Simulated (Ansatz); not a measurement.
PbS, space group P-6m2, a comparison of functionals at one structure

Program: Ansatz 0.2.0 through its Python package.

Interactive session:
```pycon
>>> import warnings
>>> import ansatz as az
>>> from pymatgen.core import Lattice, Structure
>>> from pymatgen.io.ase import AseAtomsAdaptor
>>> from tabulate import tabulate
>>> warnings.simplefilter('ignore', az.DeckWarning)
>>> pmg_structure = Structure(
...     Lattice([(4.089698, 0.0, 0.0), (-2.044849, 3.541782, 0.0), (0.0, 0.0, 3.788167)]),
...     ['Pb', 'S'],
...     [
...         (0.0, 0.0, 0.0),
...         (2 / 3, 1 / 3, 0.5),
...     ],
... )
>>> cell = az.Crystal.from_ase(AseAtomsAdaptor.get_atoms(pmg_structure))
>>> len(cell.resolved().sites)
2
>>> base = (
...     cell.calculation()
...     .occupations('fermi_dirac', width=0.01)
...     .kpoints(6, center='gamma')
...     .pseudopotentials('paw')
...     .stress()
... )
>>> rows = []
>>> for value in ['blyp', 'lda', 'pbesol']:
...     r = base.functional(value).run(threads=1, pin='off').report
...     rows.append((value, r['free_energy_ev'] / len(r['lattice']['sites']), r['n_iterations'], sum(r['stress_gpa'][i][i] for i in range(3)) / 3, r['n_kpoints']))
...
>>> print(tabulate(rows, headers=['functional', 'F/atom (eV)', 'iterations', 'P (GPa)', 'k-points'], floatfmt='.4f', tablefmt='plain'))
functional      F/atom (eV)    iterations    P (GPa)    k-points
blyp             -6421.1041             6     3.1476          28
lda              -6236.3199             6    -4.5089          28
pbesol           -6320.3289             6    -2.9395          28
```

From lowest to highest: LDA (-4.5 GPa), PBEsol (-2.9 GPa) and BLYP (3.1 GPa). At a fixed cell a lower pressure usually means a smaller equilibrium volume, so LDA prefers the smallest cell and BLYP the largest.

Notes:
- BLYP can be off by several per cent in the lattices of metals, and by several GPa in the pressure at a fixed cell.
- The mesh is modest for a metal, so energies can be off by several to tens of meV an atom and pressures by half a GPa or more; differences at equal mesh fare better.
- Pressure is positive in compression.
- Spin-orbit coupling, which matters for elements this heavy, is left out.
- The structure comes from a database of computed cells and needn't be a stable or known phase.
- Total energies of different functionals can't be compared; pressures, moments and gaps at this one structure can.
- Finished in 9.7 s on 1 thread of Arm Neoverse V1, on a shared host, peak memory 0.44 GiB.
